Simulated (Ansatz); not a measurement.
Input and command of a plane-wave DFT calculation in Ansatz:

```yaml
crystal:
  lattice:
    - [-3.5714750645, -3.5714750645, 0.0]
    - [0.0, -3.5714750645, 3.5714750645]
    - [-3.5714750645, 0.0, 3.5714750645]
  atoms:
    - { symbol: C, position: [0.75, 0.25, 0.25] }
    - { symbol: C, position: [0.25, 0.25, 0.25] }
    - { symbol: C, position: [0.75, 0.75, 0.25] }
    - { symbol: C, position: [0.25, 0.75, 0.25] }
    - { symbol: C, position: [0.75, 0.25, 0.75] }
    - { symbol: C, position: [0.25, 0.25, 0.75] }
    - { symbol: C, position: [0.75, 0.75, 0.75] }
    - { symbol: C, position: [0.25, 0.75, 0.75] }
    - { symbol: C, position: [0.375, 0.375, 0.375] }
    - { symbol: C, position: [0.875, 0.375, 0.375] }
    - { symbol: C, position: [0.375, 0.875, 0.375] }
    - { symbol: C, position: [0.875, 0.875, 0.375] }
    - { symbol: C, position: [0.375, 0.375, 0.875] }
    - { symbol: C, position: [0.875, 0.375, 0.875] }
    - { symbol: C, position: [0.375, 0.875, 0.875] }
    - { symbol: C, position: [0.875, 0.875, 0.875] }
basis:
  ecutwfc: 420
kpoints:
  mp_grid: { grid: [6, 6, 6] }
hamiltonian:
  xc: pbe
scf:
  occupations: { method: gaussian, width: 0.05 }
output:
  forces: true
  stress: true
  eigenvalues: true
  write_density: true
  write_potential: true
  elf: true
  volumetric_format: npy
```

```bash
ansatz run input.yaml --threads 2 --pin off --max-ram 5120MiB --backend cpu --events-out ev --progress --plain --runs-dir out
```

Processor: Arm Neoverse V2, 2 threads, on a host shared with other jobs.

Question: Estimate time, memory and problem size.

Answer: About 2.8 s on 2 threads of Arm Neoverse V2, with other jobs on the host, peak memory 0.37 GiB. It solves 48 bands at 16 k points (the mesh reduced by symmetry) with about 1807 plane waves, in 6 SCF iterations.
